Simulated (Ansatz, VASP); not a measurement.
P: VASP beside Ansatz

File INCAR:

```
SYSTEM = P
ALGO     = Normal         ! electronic algorithm
EDIFF    = 1E-6           ! SCF threshold, eV
ENCUT    = 520            ! plane-wave cutoff, eV
GGA      = PS             ! functional
ISIF     = 2              ! what is computed and relaxed
ISMEAR   = -1             ! smearing method
LASPH    = .True.         ! aspherical terms in the spheres
LCHARG   = .True.         ! write CHGCAR
LELF     = .True.         ! ELF
LREAL    = .False.        ! projectors in reciprocal space
LVHAR    = .True.       
LWAVE    = .False.        ! write WAVECAR
NBANDS   = 18             ! bands
NELM     = 80             ! most SCF steps
PREC     = Accurate       ! precision mode
SIGMA    = 0.1            ! smearing width, eV
```

File KPOINTS:

```
k-points
0
Gamma
  16 16 4
  0 0 0
```

Contents of POSCAR:

```
P
1.0
    2.4974483616      0.0000000000      0.0000000000
   -1.2487241808      2.1628537258      0.0000000000
    0.0000000000      0.0000000000      9.1810128379
P
4
Direct
    0.0000000000      1.0000000000      0.0000000000
    0.0000000000      0.0000000000      0.5000000000
    0.3333333333      0.6666666667      0.2500000000
    0.6666666667      0.3333333333      0.7500000000
```

Input for Ansatz:

```yaml
crystal:
  lattice:
    - [2.4974483616, 0.0, 0.0]
    - [-1.2487241808, 2.1628537258, 0.0]
    - [0.0, 0.0, 9.1810128379]
  atoms:
    - { symbol: P, position: [0.0, 1.0, 0.0] }
    - { symbol: P, position: [0.0, 0.0, 0.5] }
    - { symbol: P, position: [0.3333333333, 0.6666666667, 0.25] }
    - { symbol: P, position: [0.6666666667, 0.3333333333, 0.75] }
hamiltonian:
  xc: pbesol
  pseudopotentials:
    kind: paw
    azcp:
      P: "pseudopotentials/P.paw.azcp"
basis:
  ecutwfc: 420
  fft_grid_basis: typed
kpoints:
  mp_grid: { grid: [16, 16, 4], shift: [0, 0, 0] }
magnetization:
  spin_polarized: false
scf:
  occupations: { method: fermi_dirac, width: 0.1 }
  lower_state_search: "off"
output:
  stress: true
  write_density: true
  write_potential: true
  elf: true
  volumetric_format: npy
```

Alike in both runs: task single point; functional PBEsol; k mesh 16 × 16 × 4; occupations fermi-dirac, width 0.1 eV; no spin polarisation.

```csv
,VASP,Ansatz
version,VASP 6.6.1,Ansatz 0.2.0
potentials or method,"VASP PAW PBE potentials, release 64 (P)","plane waves (420 eV) with PAW, scalar-relativistic"
plane-wave cutoff (eV),520,420
valence electrons in the cell,20,20
```

```csv
,VASP,Ansatz,Ansatz less VASP
pressure (GPa),16.9,16.7,-0.17
largest component of the traceless stress (GPa),2.38,2.38,-0.009
```

Ansatz warned: «pseudo_functional_mismatch».

Caveats: so large a pressure means that the cell lies far from this level's equilibrium, or that cutoff or potentials fall short (VASP); the potentials were made for another functional, which shifts forces and pressure (VASP).
